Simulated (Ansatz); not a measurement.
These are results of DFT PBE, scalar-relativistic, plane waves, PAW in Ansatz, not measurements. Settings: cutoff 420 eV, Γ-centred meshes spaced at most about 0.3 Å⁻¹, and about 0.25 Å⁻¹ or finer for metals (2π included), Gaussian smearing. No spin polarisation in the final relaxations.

Temperature and zero-point effects are left out.

Two relaxed structures of Mg3O:

A.

```cif
data_structure
_symmetry_space_group_name_H-M 'P6_3/mmc'
_symmetry_Int_Tables_number 194
_cell_length_a 7.9181
_cell_length_b 7.9181
_cell_length_c 2.8379
_cell_angle_alpha 90.000
_cell_angle_beta 90.000
_cell_angle_gamma 120.000
_cell_volume 154.09
loop_
_atom_site_label
_atom_site_type_symbol
_atom_site_symmetry_multiplicity
_atom_site_Wyckoff_symbol
_atom_site_fract_x
_atom_site_fract_y
_atom_site_fract_z
_atom_site_occupancy
Mg1 Mg 6 h 0.21139 0.42278 0.25000 1
O1 O 2 d 0.33333 0.66667 0.75000 1
```

B.

```cif
data_structure
_symmetry_space_group_name_H-M 'Cmmm'
_symmetry_Int_Tables_number 65
_cell_length_a 3.0388
_cell_length_b 5.7833
_cell_length_c 7.9955
_cell_angle_alpha 90.000
_cell_angle_beta 90.000
_cell_angle_gamma 90.000
_cell_volume 140.52
loop_
_atom_site_label
_atom_site_type_symbol
_atom_site_symmetry_multiplicity
_atom_site_Wyckoff_symbol
_atom_site_fract_x
_atom_site_fract_y
_atom_site_fract_z
_atom_site_occupancy
Mg1 Mg 4 l 0.50000 0.00000 0.82940 1
Mg2 Mg 2 d 0.00000 0.00000 0.50000 1
O1 O 2 a 0.00000 0.00000 0.00000 1
```

Question: Which would you expect to be lower, and how large is the difference?

Answer: B is lower, by 147 meV/atom. A has space group P6_3/mmc (No. 194), 19.3 Å³/atom and no gap on its mesh; B has space group Cmmm (No. 65), 17.6 Å³/atom and no gap. Counting Mg atoms around O (those within 1.25 times the shortest such distance or 1.15 times the sum of covalent radii, 1.27 where that leaves under three), A has O 6 and B has O 4. The denser one is the lower, and pressure would at first widen the difference. Both come from invented guesses.

A magnetic state wasn't ruled out in cells without spin, among them Cmmm. Cells relaxed within their symmetry can be saddle points.
